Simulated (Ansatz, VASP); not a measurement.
## SrO in VASP and in Ansatz

```xyz
4
Lattice="3.4856 0.0000 0.0000 -1.7428 3.0186 0.0000 0.0000 0.0000 6.2854" Properties=species:S:1:pos:R:3 pbc="T T T"
Sr    0.0000    2.0124    1.5713
Sr    1.7428    1.0062    4.7140
O     0.0000    0.0000    0.0000
O     0.0000    0.0000    3.1427
```

Alike in both runs: task single point; functional PBE; k mesh 9 × 9 × 6; occupations gaussian, width 0.02 eV; no spin polarisation.

|  | VASP | Ansatz |
| --- | --- | --- |
| version | VASP 6.6.1 | Ansatz 0.2.0 |
| potentials or method | VASP PAW PBE potentials, release 64 (Sr_sv, O) | scalar-relativistic, plane waves, PAW |
| plane-wave cutoff (eV) | 520 | 420 |
| valence electrons in the cell | 32 | 32 |

|  | VASP | Ansatz | Ansatz less VASP |
| --- | --- | --- | --- |
| gap on the k mesh at the Fermi level (eV) | 3.19 | 3.23 | +0.038 |
| least direct gap on the mesh (eV) | 3.34 | 3.35 | +0.006 |
| pressure (GPa) | 4.3 | 3.7 | -0.64 |
| largest component of the traceless stress (GPa) | 3.72 | 3.71 | -0.008 |

Caveats: an odd mesh through Γ misses points on the zone boundary, where band edges often lie.
